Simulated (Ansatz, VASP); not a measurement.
# One calculation of Ir, two programs

File INCAR:

```
PREC     = Accurate       # precision mode
ENCUT    = 520            # plane-wave cutoff, eV
EDIFF    = 1E-6           # SCF threshold, eV
ISMEAR   = -1             # smearing method
SIGMA    = 0.15           # smearing width, eV
LREAL    = False          # projectors in reciprocal space
LASPH    = True           # aspherical terms in the spheres
NELM     = 60             # most SCF steps
ALGO     = Normal         # electronic algorithm
ISIF     = 2              # what is computed and relaxed
LWAVE    = False          # write WAVECAR
LCHARG   = True           # write CHGCAR
GGA      = PS             # functional
LELF     = True           # ELF
LVHAR    = True         
NBANDS   = 10             # bands
```

The input KPOINTS:

```
Automatic mesh
0
Gamma
  20 20 20
```

Contents of POSCAR:

```
Ir
1.0
    0.0000000000      1.9288221311      1.9288221311
    1.9288221311      0.0000000000      1.9288221311
    1.9288221311      1.9288221311      0.0000000000
Ir
1
Direct
    0.0000000000      0.0000000000      0.0000000000
```

Input for Ansatz:

```yaml
crystal:
  lattice:
    - [0.0, 1.9288221311, 1.9288221311]
    - [1.9288221311, 0.0, 1.9288221311]
    - [1.9288221311, 1.9288221311, 0.0]
  atoms:
    - { symbol: Ir, position: [0.0, 0.0, 0.0] }
basis:
  ecutwfc: 420
kpoints:
  mp_grid: { grid: [20, 20, 20] }
hamiltonian:
  xc: pbesol
scf:
  occupations: { method: fermi_dirac, width: 0.15 }
output:
  forces: true
  stress: true
  eigenvalues: true
```

Alike in both runs: task single point; functional PBEsol; k mesh 20 × 20 × 20; occupations fermi-dirac, width 0.15 eV; no spin polarisation.

|  | VASP | Ansatz |
| --- | --- | --- |
| version | VASP 6.6.1 | Ansatz 0.2.0 |
| potentials or method | VASP PAW PBE potentials, release 64 (Ir) | scalar-relativistic, plane waves, PAW |
| plane-wave cutoff (eV) | 520 | 420 |
| valence electrons in the cell | 9 | 17 |

Ansatz gave:

| Item | Value |
| --- | --- |
| gap on the k mesh at the Fermi level (eV) | none |
| pressure (GPa) | -7.2 |

Q: Which values does VASP return?

A: gap on the k mesh at the Fermi level (eV): none; pressure (GPa): -6.4.

A gap of «none» marks a metal or a gap that the smearing closes. The two sets of potentials don't hold the same shells in valence.

Caveats: the PAW data sets were made with another functional, which shifts forces and pressure a little (VASP). The runs have no spin-orbit coupling, so splittings on Ir are missing.
